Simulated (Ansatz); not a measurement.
# MoS2 (P-3m1) in Ansatz: a series of runs

One crystal, MoS2, is run at these levels: LDA; tasks: band structure, single point, equation of state.

All numbers are computed with Ansatz 0.2.0; they aren't measurements. Logs are shortened: lines on timing, memory, paths and dates and some standing lists are left out, and cuts for length are marked.

## Step 1: The crystal as given

It takes space group P-3m1 (No. 164, trigonal). The conventional cell has a = 3.227 Å, b = 3.227 Å, c = 6.312 Å, α = 90.00°, β = 90.00°, γ = 120.00°. Mo (site symmetry -3m) is surrounded by 6 S at 2.42 Å. Around S (site symmetry 3m) lie 3 Mo at 2.42 Å.

Measurements of this composition are mostly on another form, of space group No. 194.

## Step 2: Band structure, LDA

input.yaml reads:

```yaml
crystal:
  lattice:
    - [3.2274645616, 0.0, 0.0]
    - [-1.6137322808, 2.7950663001, 0.0]
    - [0.0, 0.0, 6.31247342]
  atoms:
    - { symbol: Mo, position: [0.0, 0.0, 0.5] }
    - { symbol: S, position: [0.6666666667, 0.3333333333, 0.74468068] }
    - { symbol: S, position: [0.3333333333, 0.6666666667, 0.25531932] }
hamiltonian:
  xc: lda
  pseudopotentials: { kind: paw }
kpoints:
  mp_grid: { grid: [9, 9, 4] }
  band_path:
    path:
      - [[0.0, 0.0, 0.0], [0.5, 0.0, 0.0], [0.3333333333, 0.3333333333, 0.0], [0.0, 0.0, 0.0], [0.0, 0.0, 0.5], [0.5, 0.0, 0.5], [0.3333333333, 0.3333333333, 0.5], [0.0, 0.0, 0.5]]
      - [[0.5, 0.0, 0.5], [0.5, 0.0, 0.0]]
      - [[0.3333333333, 0.3333333333, 0.0], [0.3333333333, 0.3333333333, 0.5]]
    npoints: 14
scf:
  occupations: { method: fermi_dirac, width: 0.05 }
  n_extra_bands: 7
output:
  forces: true
  stress: true
  eigenvalues: true
  fatbands: true
```

Potentials or basis: Ansatz PAW.

Launch:

```
$ ansatz run input.yaml --threads 2 --pin off --max-ram 5632MiB --backend cpu --events-out ev --progress --plain --runs-dir out
```

The log of the run:

```text
Warning: RAYON_NUM_THREADS=2 ignored (pool sized by the plan → 2); use --threads N
scf.n_extra_bands = 7 over 13 filled bands (N_el = 26.0): the run solves 20 bands
Engine: ansatz 0.2.0, x86_64-unknown-linux-gnu
Pseudopotentials: kind: paw
Pseudopotential: Mo, paw, valence charge 14, recommended cutoff 420 eV (normal), Mo.paw.azcp
Pseudopotential: S, paw, valence charge 6, recommended cutoff 420 eV (normal), S.paw.azcp
Functional definition: SPW92
  exchange = slater_x
  correlation = pw_c
Crystal: 3 atoms, lattice volume = 56.945 Å³
Basis set: ecut = 420 eV, 1137 PW (Γ)
Bands: 20, of which v1, the nominal top of the filled ones, is band 13 counted from 1 (12 counted from 0)
Symmetry: 12 space group operations
Space group: P-3m1 (ITA 164), of the structure as read, at distance tolerance 3.8e-5 Å
k-points: 43 of 324
Non-local potential: Mo, projectors of the file, l = 0: 3, l = 1: 2, l = 2: 2, l = 3: 1
Non-local potential: S, projectors of the file, l = 0: 2, l = 1: 2, l = 2: 2
PAW form: soft (Blöchl's): semilocal exchange-correlation on the pseudo side does not see the compensation charge
PAW frozen core: Mo, regenerated for the run's functional, and the local potential with it (the file was generated under x = pbe(κ = 0.804, μ = 0.2195149727645171), c = pbe(β = 0.06672455060314922))
PAW frozen core: S, regenerated for the run's functional, and the local potential with it (the file was generated under x = pbe(κ = 0.804, μ = 0.2195149727645171), c = pbe(β = 0.06672455060314922))
PAW one-centre angular grid: Mo, 590 points (default); XC on 64 Gauss nodes
PAW one-centre angular grid: S, 110 points (default); XC on 64 Gauss nodes
Initial density: superposition of atomic densities (neutral atoms: chi_scale 0, normalization atom), corrected by the library's trained network
Initial wavefunctions: pseudopotential atomic-orbital guess
Functional: x = slater, c = lda
SCF iter   1: F=—  HF=-6583.963719 eV  |F-HF|=—  |Δ(HF+E_count)|=         —  Δρ=7.75e-3  dr2=1.60e-2  ethr=1.77e-3  ⟨swp⟩=6.0  Hψ=4652  notcnv=0  defer=11
preconditioner: auto → LDOS  [metal: Δε(μ)=0.150 eV  Ē_g=10.059 eV  σ=0.050 eV  W_gap=0.46  n_scr=10 (ndim 8)  ℏωp=20.9 eV  f_vac=0.025  D(μ)=1.09/eV (n_scr^D=2)  β→1.0]
SCF iter   2: F=—  HF=-6583.961445 eV  |F-HF|=—  |Δ(HF+E_count)|=   2.27e-3  Δρ=2.76e-3  dr2=4.14e-3  ethr=6.16e-5  ⟨swp⟩=2.0  Hψ=1839  notcnv=0  defer=44
SCF iter   3: F=—  HF=-6583.960213 eV  |F-HF|=—  |Δ(HF+E_count)|=   1.23e-3  Δρ=7.35e-4  dr2=5.24e-4  ethr=1.59e-5  ⟨swp⟩=2.0  Hψ=1311  notcnv=0  defer=44
SCF iter   4: F=—  HF=-6583.960072 eV  |F-HF|=—  |Δ(HF+E_count)|=   1.41e-4  Δρ=1.92e-4  dr2=1.32e-5  ethr=2.01e-6  ⟨swp⟩=2.0  Hψ=1072  notcnv=0  defer=44
SCF iter   5: F=—  HF=-6583.960067 eV  |F-HF|=—  |Δ(HF+E_count)|=   4.74e-6  Δρ=2.49e-5  dr2=2.26e-7  ethr=5.09e-8  ⟨swp⟩=2.4  Hψ=1377  notcnv=0  defer=44
SCF iter   6: F=-6583.960067 eV  HF=-6583.960067 eV  |F-HF|=4.11e-9  |Δ(HF+E_count)|=   2.15e-8  Δρ=4.14e-6  dr2=7.44e-9  ethr=3.85e-10  ⟨swp⟩=9.6  Hψ=3933  notcnv=0
SCF 1 converged in 6 iterations: F = -6583.960067 eV  dr2 = 7.44e-9
NSCF: frozen V_eff on 129 k-points
SCF converged after 6 iterations
Free energy (F): -6583.960067 eV
Harris-Foulkes:  -6583.960067 eV  (|F-HF|=4.11e-9)
Internal energy: -6583.951249 eV  (E = F + TS)
E sigma→0 (E₀):  -6583.955658 eV
Entropy (-TS):   -0.008818 eV (-2.939 meV/atom)
Fermi energy:    9.857694 eV
--- Per-component energies (eV) ---
  E_band       = -184.977251
  E_kinetic    = 654.790430
  E_local      = -2098.216010  (includes V_loc(G=0)·N_el)
  E_nonlocal   = 206.403931
  E_hartree    = 806.831070
  E_xc         = -374.605661
  E_vxc        = -403.694785  (∫ρ·V_xc dr)
  E_paw        = -4226.652853  (= ΣΔE_a)
  E_vpaw       = -157.925642  (= ΣTr[D̂ρ^β])
  E_aug_tail   = 0.000034  (compensation charges beyond the density's cutoff)
  E_ewald      = -1553.281402
  E_core_change = 0.779211  (= ΣΔE_core)
  E_smearing   = -0.008818  (= −TS)
  E_closure    = -0.000000  (closes the sum)
  Σ components = -6583.960067   (vs F -6583.960067, Δ=0.00e0)
--- Forces (eV/Å), atoms counted from 1 ---
  atom   1  Mo     0.00000000     0.00000000     0.00000000
  atom   2  S      0.00000000     0.00000000    -0.15502903
  atom   3  S     -0.00000000     0.00000000     0.15502903
  max |Σ_I F_I| component: 5.78e-18 eV/Å
--- Stress (GPa, compression-positive) ---
       -7.073033      -0.000000      -0.000000
        0.000000      -7.073033      -0.000000
        0.000000      -0.000000      -3.799976
  P = ⅓ Tr σ = -5.9820 GPa (-59.820 kbar)
--- Band table (eV; the first three rows and the last of 43) ---
  k-point 0: bands = ["-51.7634", "-25.8579", "-25.8171", "-25.8171", "-4.9131", "-3.4450", "3.1859", "5.8392", "5.8392", "8.0728", "8.7704", "8.9055", "8.9055", "9.5805", "9.5805", "13.0648", "13.0648", "15.8378", "15.8394", "19.2658"]
  k-point 1: bands = ["-51.7634", "-25.8579", "-25.8171", "-25.8171", "-4.8300", "-3.5872", "3.5321", "5.8438", "5.8438", "7.0375", "8.9023", "8.9023", "9.4774", "9.5459", "9.5459", "13.1445", "13.1445", "15.7122", "16.5619", "19.2750"]
  k-point 2: bands = ["-51.7634", "-25.8579", "-25.8171", "-25.8171", "-4.7264", "-3.7475", "3.9975", "5.8484", "5.8484", "6.2501", "8.8992", "8.8992", "9.5122", "9.5122", "9.8115", "13.2249", "13.2249", "15.8039", "17.3381", "18.5669"]
  k-point 42: bands = ["-51.7276", "-26.0454", "-26.0454", "-25.7837", "-2.8070", "-2.8070", "4.3149", "4.3149", "4.6729", "6.0914", "6.0996", "6.0996", "10.2139", "10.2139", "10.4795", "13.4587", "13.4587", "17.3751", "17.4842", "17.4842"]
```

It took 1.9 s on 2 threads of Intel Xeon 6975P-C (Granite Rapids), shared host; peak memory 0.4 GiB.

What came out:

```
Free energy            : -6583.9601 eV
Pressure               : -6.0 GPa
Largest force          : 0.155 eV/Å
Band gap on the k mesh : none (metal or under the smearing width)
```

Forces on the atoms (eV/Å):
```
Mo   0.000  0.000  0.000
S    0.000  0.000 -0.155
S    0.000  0.000  0.155
```

Levels at the corners of the path, in eV from the Fermi level:
```csv
point,band 10,band 11,band 12,band 13,band 14,band 15,band 16,band 17
Γ,-1.78,-1.09,-0.95,-0.95,-0.28,-0.28,3.21,3.21
M,-4.08,-3.15,-1.73,-1.70,0.94,1.70,3.64,3.73
K,-3.82,-3.82,-3.41,0.61,0.83,0.83,2.83,2.83
Γ,-1.78,-1.09,-0.95,-0.95,-0.28,-0.28,3.21,3.21
A,-3.61,-0.96,-0.96,-0.35,-0.35,-0.05,3.37,3.37
L,-4.13,-2.34,-2.10,-1.58,0.94,1.71,3.31,4.44
H,-3.77,-3.76,-3.76,0.36,0.36,0.62,3.60,3.60
A,-3.61,-0.96,-0.96,-0.35,-0.35,-0.05,3.37,3.37
L,-4.13,-2.34,-2.10,-1.58,0.94,1.71,3.31,4.44
M,-4.08,-3.15,-1.73,-1.70,0.94,1.70,3.64,3.73
K,-3.82,-3.82,-3.41,0.61,0.83,0.83,2.83,2.83
H,-3.77,-3.76,-3.76,0.36,0.36,0.62,3.60,3.60
```

Caveat: the PAW data sets come from PBE, with cores solved anew for the run's functional, which leaves a small shift of forces and pressure.

## Step 3: Single point, LDA, 17.84 Å³/atom (volume scaled by 0.94)

input.yaml reads:

```yaml
crystal:
  lattice:
    - [3.1615794509, 0.0, 0.0]
    - [-1.5807897255, 2.7380081205, 0.0]
    - [0.0, 0.0, 6.1836112739]
  atoms:
    - { symbol: Mo, position: [0.0, 0.0, 0.5] }
    - { symbol: S, position: [0.6666666667, 0.3333333333, 0.74468068] }
    - { symbol: S, position: [0.3333333333, 0.6666666667, 0.25531932] }
hamiltonian:
  xc: lda
  pseudopotentials: { kind: paw }
kpoints:
  mp_grid: { grid: [9, 9, 4] }
scf:
  occupations: { method: fermi_dirac, width: 0.05 }
output:
  forces: true
  stress: true
  eigenvalues: true
```

Potentials or basis: Ansatz PAW.

Launch:

```
$ ansatz run input.yaml --threads 2 --pin off --max-ram 5632MiB --backend cpu --events-out ev --progress --plain --runs-dir out
```

The log of the run:

```text
Warning: RAYON_NUM_THREADS=2 ignored (pool sized by the plan → 2); use --threads N
[... 7 set-up lines as earlier in the session ...]
Crystal: 3 atoms, lattice volume = 53.528 Å³
Basis set: ecut = 420 eV, 1053 PW (Γ)
Bands: 17, of which v1, the nominal top of the filled ones, is band 13 counted from 1 (12 counted from 0)
[... 2 set-up lines as earlier in the session ...]
k-points: 43 of 324
[... 10 set-up lines as earlier in the session ...]
SCF iter   1: F=—  HF=-6584.003643 eV  |F-HF|=—  |Δ(HF+E_count)|=         —  Δρ=7.83e-3  dr2=1.52e-2  ethr=1.77e-3  ⟨swp⟩=5.9  Hψ=4007  notcnv=0
preconditioner: auto → LDOS  [metal: Δε(μ)=0.026 eV  Ē_g=8.151 eV  σ=0.050 eV  W_gap=0.13  n_scr=10 (ndim 8)  ℏωp=21.5 eV  f_vac=0.020  D(μ)=1.00/eV (n_scr^D=2)  β→1.0]
SCF iter   2: F=—  HF=-6584.001647 eV  |F-HF|=—  |Δ(HF+E_count)|=   2.00e-3  Δρ=3.01e-3  dr2=7.27e-3  ethr=5.85e-5  ⟨swp⟩=2.2  Hψ=1712  notcnv=0
SCF iter   3: F=—  HF=-6583.999836 eV  |F-HF|=—  |Δ(HF+E_count)|=   1.81e-3  Δρ=6.76e-4  dr2=6.49e-4  ethr=2.79e-5  ⟨swp⟩=2.1  Hψ=1086  notcnv=0
SCF iter   4: F=—  HF=-6583.999700 eV  |F-HF|=—  |Δ(HF+E_count)|=   1.36e-4  Δρ=1.97e-4  dr2=1.27e-5  ethr=2.50e-6  ⟨swp⟩=2.0  Hψ=1038  notcnv=0
SCF iter   5: F=—  HF=-6583.999697 eV  |F-HF|=—  |Δ(HF+E_count)|=   3.30e-6  Δρ=2.98e-5  dr2=3.36e-7  ethr=4.89e-8  ⟨swp⟩=2.1  Hψ=1160  notcnv=0
SCF iter   6: F=-6583.999697 eV  HF=-6583.999697 eV  |F-HF|=1.45e-8  |Δ(HF+E_count)|=   6.20e-8  Δρ=6.34e-6  dr2=2.07e-8  ethr=3.85e-10  ⟨swp⟩=6.0  Hψ=3432  notcnv=0
SCF 1 converged in 6 iterations: F = -6583.999697 eV  dr2 = 2.07e-8
SCF converged after 6 iterations
Free energy (F): -6583.999697 eV
Harris-Foulkes:  -6583.999697 eV  (|F-HF|=1.45e-8)
Internal energy: -6583.991728 eV  (E = F + TS)
E sigma→0 (E₀):  -6583.995712 eV
Entropy (-TS):   -0.007969 eV (-2.656 meV/atom)
Fermi energy:    10.860131 eV
--- Per-component energies (eV) ---
  E_band       = -163.130469
  E_kinetic    = 660.250821
  E_local      = -2059.489651  (includes V_loc(G=0)·N_el)
  E_nonlocal   = 206.814056
  E_hartree    = 797.036209
  E_xc         = -376.683710
  E_vxc        = -406.390818  (∫ρ·V_xc dr)
  E_paw        = -4227.047984  (= ΣΔE_a)
  E_vpaw       = -158.391856  (= ΣTr[D̂ρ^β])
  E_aug_tail   = 0.000022  (compensation charges beyond the density's cutoff)
  E_ewald      = -1585.650703
  E_core_change = 0.779211  (= ΣΔE_core)
  E_smearing   = -0.007969  (= −TS)
  E_closure    = 0.000000  (closes the sum)
  Σ components = -6583.999697   (vs F -6583.999697, Δ=0.00e0)
--- Forces (eV/Å), atoms counted from 1 ---
  atom   1  Mo     0.00000000     0.00000000     0.00000000
  atom   2  S     -0.00000000     0.00000000     0.89398101
  atom   3  S      0.00000000    -0.00000000    -0.89398101
  max |Σ_I F_I| component: 0.00e0 eV/Å
--- Stress (GPa, compression-positive) ---
        1.266589      -0.000000       0.000000
       -0.000000       1.266589       0.000000
        0.000000       0.000000       5.742018
  P = ⅓ Tr σ = 2.7584 GPa (27.584 kbar)
--- Band table (eV; the first three rows and the last of 43) ---
  k-point 0: bands = ["-50.7440", "-24.9019", "-24.7931", "-24.7931", "-4.3299", "-2.6677", "3.7689", "6.5539", "6.5539", "8.9983", "9.6118", "9.7928", "9.7928", "10.6300", "10.6300", "14.3227", "14.3227"]
  k-point 1: bands = ["-50.7440", "-24.9020", "-24.7931", "-24.7931", "-4.2368", "-2.8348", "4.1466", "6.5585", "6.5585", "7.8448", "9.7890", "9.7890", "10.4607", "10.5918", "10.5918", "14.4165", "14.4165"]
  k-point 2: bands = ["-50.7440", "-24.9020", "-24.7931", "-24.7931", "-4.1202", "-3.0217", "4.6518", "6.5632", "6.5632", "7.0059", "9.7852", "9.7852", "10.5547", "10.5547", "10.8604", "14.5117", "14.5117"]
  k-point 42: bands = ["-50.6957", "-25.0836", "-25.0836", "-24.8041", "-2.0076", "-2.0076", "4.9361", "4.9361", "5.3703", "6.8865", "6.9305", "6.9305", "11.2056", "11.2056", "11.5227", "14.7267", "14.7267"]
```

It took 0.66 s on 2 threads of Intel Xeon 6975P-C (Granite Rapids), shared host; peak memory 0.39 GiB.

What came out:

```
Free energy            : -6583.9997 eV
Pressure               : 2.8 GPa
Largest force          : 0.894 eV/Å
Band gap on the k mesh : none (metal or under the smearing width)
```

Caveat: the PAW data sets come from PBE, with cores solved anew for the run's functional, which leaves a small shift of forces and pressure.

## Step 4: Single point, LDA, 18.22 Å³/atom (volume scaled by 0.96)

Changes to input.yaml since step 3:

```diff
@@ -2,5 +2,5 @@
   lattice:
-    - [3.1615794509, 0.0, 0.0]
-    - [-1.5807897255, 2.7380081205, 0.0]
-    - [0.0, 0.0, 6.1836112739]
+    - [3.1838448285, 0.0, 0.0]
+    - [-1.5919224143, 2.7572905031, 0.0]
+    - [0.0, 0.0, 6.2271592669]
   atoms:
```

Launch:

```
$ ansatz run input.yaml --threads 2 --pin off --max-ram 5632MiB --backend cpu --events-out ev --progress --plain --runs-dir out
```

Wall time 0.65 s (2 threads of Intel Xeon 6975P-C (Granite Rapids), shared host); peak memory 0.39 GiB.

Results (log left out):

```yaml
Free_energy: -6584.0075 eV
Pressure: -0.5 GPa
Largest_force: 0.517 eV/Å
Band_gap_on_the_k_mesh: none (metal or under the smearing width)
```

Caveat: the PAW data sets come from PBE, with cores solved anew for the run's functional, which leaves a small shift of forces and pressure.

## Step 5: Single point, LDA, 18.60 Å³/atom (volume scaled by 0.98)

Changes to input.yaml since step 4:

```diff
@@ -2,5 +2,5 @@
   lattice:
-    - [3.1838448285, 0.0, 0.0]
-    - [-1.5919224143, 2.7572905031, 0.0]
-    - [0.0, 0.0, 6.2271592669]
+    - [3.2058030729, 0.0, 0.0]
+    - [-1.6029015365, 2.7763069006, 0.0]
+    - [0.0, 0.0, 6.27010655]
   atoms:
```

Launch:

```
$ ansatz run input.yaml --threads 2 --pin off --max-ram 5632MiB --backend cpu --events-out ev --progress --plain --runs-dir out
```

It took 0.69 s on 2 threads of Intel Xeon 6975P-C (Granite Rapids), shared host; peak memory 0.38 GiB.

The run converged. Its results:

| Item | Value |
| --- | --- |
| Free energy | -6583.9936 eV |
| Pressure | -3.4 GPa |
| Largest force | 0.168 eV/Å |
| Band gap on the k mesh | none (metal or under the smearing width) |

Caveat: the PAW data sets come from PBE, with cores solved anew for the run's functional, which leaves a small shift of forces and pressure.

## Step 6: Single point, LDA, 18.98 Å³/atom

Changes to input.yaml since step 5:

```diff
@@ -2,5 +2,5 @@
   lattice:
-    - [3.2058030729, 0.0, 0.0]
-    - [-1.6029015365, 2.7763069006, 0.0]
-    - [0.0, 0.0, 6.27010655]
+    - [3.2274645616, 0.0, 0.0]
+    - [-1.6137322808, 2.7950663001, 0.0]
+    - [0.0, 0.0, 6.31247342]
   atoms:
```

Potentials or basis: Ansatz PAW.

Launch:

```
$ ansatz run input.yaml --threads 2 --pin off --max-ram 5632MiB --backend cpu --events-out ev --progress --plain --runs-dir out
```

Wall time 0.78 s (2 threads of Intel Xeon 6975P-C (Granite Rapids), shared host); peak memory 0.38 GiB.

The run converged. Its results:

- Free energy: -6583.9601 eV
- Pressure: -6.0 GPa
- Largest force: 0.155 eV/Å
- Band gap on the k mesh: none (metal or under the smearing width)

Caveat: the PAW data sets come from PBE, with cores solved anew for the run's functional, which leaves a small shift of forces and pressure.

## Step 7: Single point, LDA, 19.36 Å³/atom (volume scaled by 1.02)

Changes to input.yaml since step 6:

```diff
@@ -2,5 +2,5 @@
   lattice:
-    - [3.2274645616, 0.0, 0.0]
-    - [-1.6137322808, 2.7950663001, 0.0]
-    - [0.0, 0.0, 6.31247342]
+    - [3.248839122, 0.0, 0.0]
+    - [-1.624419561, 2.8135772124, 0.0]
+    - [0.0, 0.0, 6.3542790981]
   atoms:
@@ -20 +20,5 @@
   eigenvalues: true
+  write_density: true
+  write_potential: true
+  elf: true
+  volumetric_format: npy
```

Launch:

```
$ ansatz run input.yaml --threads 2 --pin off --max-ram 5632MiB --backend cpu --events-out ev --progress --plain --runs-dir out
```

Run time: 1 s. Hardware: 2 threads of Intel Xeon 6975P-C (Granite Rapids), shared host; peak memory 0.4 GiB.

The run converged. Its results:

```
Free energy            : -6583.9092 eV
Pressure               : -8.3 GPa
Largest force          : 0.454 eV/Å
Band gap on the k mesh : none (metal or under the smearing width)
```

Caveat: the PAW data sets come from PBE, with cores solved anew for the run's functional, which leaves a small shift of forces and pressure.

## Step 8: Single point, LDA, 19.74 Å³/atom (volume scaled by 1.04)

Changes to input.yaml since step 7:

```diff
@@ -2,5 +2,5 @@
   lattice:
-    - [3.248839122, 0.0, 0.0]
-    - [-1.624419561, 2.8135772124, 0.0]
-    - [0.0, 0.0, 6.3542790981]
+    - [3.2699360711, 0.0, 0.0]
+    - [-1.6349680355, 2.8318477062, 0.0]
+    - [0.0, 0.0, 6.3955418068]
   atoms:
@@ -20,5 +20 @@
   eigenvalues: true
-  write_density: true
-  write_potential: true
-  elf: true
-  volumetric_format: npy
```

Launch:

```
$ ansatz run input.yaml --threads 2 --pin off --max-ram 5632MiB --backend cpu --events-out ev --progress --plain --runs-dir out
```

Run time: 0.66 s. Hardware: 2 threads of Intel Xeon 6975P-C (Granite Rapids), shared host; peak memory 0.4 GiB.

It converged, with:

- Free energy: -6583.8427 eV
- Pressure: -10.4 GPa
- Largest force: 0.731 eV/Å
- Band gap on the k mesh: none (metal or under the smearing width)

Caveat: the PAW data sets come from PBE, with cores solved anew for the run's functional, which leaves a small shift of forces and pressure.

## Step 9: Single point, LDA, 20.12 Å³/atom (volume scaled by 1.06)

Changes to input.yaml since step 8:

```diff
@@ -2,5 +2,5 @@
   lattice:
-    - [3.2699360711, 0.0, 0.0]
-    - [-1.6349680355, 2.8318477062, 0.0]
-    - [0.0, 0.0, 6.3955418068]
+    - [3.2907642509, 0.0, 0.0]
+    - [-1.6453821255, 2.8498854391, 0.0]
+    - [0.0, 0.0, 6.4362788402]
   atoms:
@@ -20 +20,5 @@
   eigenvalues: true
+  write_density: true
+  write_potential: true
+  elf: true
+  volumetric_format: npy
```

Potentials or basis: Ansatz PAW.

Launch:

```
$ ansatz run input.yaml --threads 2 --pin off --max-ram 5632MiB --backend cpu --events-out ev --progress --plain --runs-dir out
```

Wall time 0.85 s (2 threads of Intel Xeon 6975P-C (Granite Rapids), shared host); peak memory 0.4 GiB.

The run converged. Its results:

- Free energy: -6583.7624 eV
- Pressure: -12.2 GPa
- Largest force: 0.987 eV/Å
- Band gap on the k mesh: none (metal or under the smearing width)

Caveat: the PAW data sets come from PBE, with cores solved anew for the run's functional, which leaves a small shift of forces and pressure.

## Step 10: Equation of state, LDA

Potentials or basis: Ansatz PAW.

This step only gathers the single runs of the series.

What came out:

```yaml
Equilibrium_volume: 18.16 Å³/atom
Bulk_modulus_at_fixed_shape_and_positions: 150 GPa
Pressure_derivative_of_the_bulk_modulus: 4.4
```

Energy against volume, from the lowest point:
```csv
volume (Å³/atom),energy (meV/atom)
17.843,2.62
18.222,0.00
18.602,4.66
18.982,15.82
19.361,32.79
19.741,54.94
20.120,81.71
```

Caveat: the cell was scaled at fixed shape and fractional positions, which overstates the stiffness of a crystal with free parameters, most of all of layers and chains.
